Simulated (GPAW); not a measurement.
CuI (Marshite):

```
I Cu
1.0
     0.00000    3.03150    3.03150
     3.03150    0.00000    3.03150
     3.03150    3.03150    0.00000
I Cu
1 1
Direct
  0.00000 0.00000 0.00000
  0.75000 0.75000 0.75000
```

Program: GPAW 26.7.0. Alike in all runs: cell as given; cutoff (eV) 600.

Task: Order these runs on this cell by their band gap on the k mesh, lowest first.
A. level LDA; potentials or basis the program's PAW data sets (release 1.2.1) made for this functional, pw; spin off; k mesh 8 × 8 × 8; smearing gaussian 0.02 eV
B. level PBE; potentials or basis GPAW PAW data sets (gpaw-data 1.2.1), pw; spin off; k mesh 8 × 8 × 8; smearing gaussian 0.022 eV
C. level r2SCAN; potentials or basis GPAW PAW data sets (gpaw-data 1.2.1), pw; spin SOC, no magnetisation; k mesh 6 × 6 × 6; smearing fermi-dirac 0.05 eV; band path GXWKGLUWLK,UX; band points 60; spin axis theta (degrees) 0; spin axis phi (degrees) 0
D. level r2SCAN; potentials or basis GPAW PAW data sets (gpaw-data 1.2.1), pw; spin off; k mesh 8 × 8 × 8; smearing fermi-dirac 0.05 eV; band path GXWKGLUWLK,UX; band points 100

Result: A (0.96 eV), B (1.14 eV), C (1.43 eV), D (1.60 eV).

Caveats: spin-orbit coupling is left out, which moves the levels of the heavy elements (some runs); spin-orbit coupling was added after a scalar SCF, so levels and gaps hold it while energy, forces, pressure and moments don't (some runs); this program's spin-orbit splittings come out too wide for heavy elements (some runs).

